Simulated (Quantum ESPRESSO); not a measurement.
**Ir under changes of volume**

One of the cells (14.059 Å³/atom); the others are scaled copies at fixed shape and fractional positions:

```xyz
1
Lattice="0.0000 1.9156 1.9156 1.9156 0.0000 1.9156 1.9156 1.9156 0.0000" Properties=species:S:1:pos:R:3 pbc="T T T"
Ir    0.0000    0.0000    0.0000
```

```yaml
Program: Quantum ESPRESSO 7.5
Functional: r2SCAN
Potentials_or_basis: SG15 PBE 1.2
Cutoff: 925 eV
Density_cutoff: 3701 eV
k_mesh: 9 × 9 × 9
Occupations: fermi-dirac, width 0.05 eV
Spin: no spin polarisation
```

| volume (Å³/atom) | energy over the lowest point (meV/atom) | pressure (GPa) |
| --- | --- | --- |
| 13.215 | 85.90 | 31.6 |
| 13.496 | ? | ? |
| 13.778 | 12.15 | 11.3 |
| 14.059 | 0.00 | 2.8 |
| 14.340 | 1.89 | -4.7 |
| 14.621 | 16.24 | -11.4 |
| 14.902 | 41.64 | -17.3 |

**Question.** What does the run at 13.496 Å³/atom give?

**Answer.** Energy over the lowest point 40.12 meV/atom; pressure 20.8 GPa.

Worked out: A Birch-Murnaghan fit of order 3 (a polynomial in V^(-2/3)) to the other rows has its minimum at 14.16 Å³/atom with B0 = V·E''(V) = 386 GPa and B' = 4.9. It gives 40.18 meV/atom at 13.496 Å³/atom, against the run's 40.12, and -dE/dV = 20.8 GPa, against 20.8.

Energies are extrapolated to zero smearing.

Caveats: the potentials were made for another functional, which shifts forces and pressure.
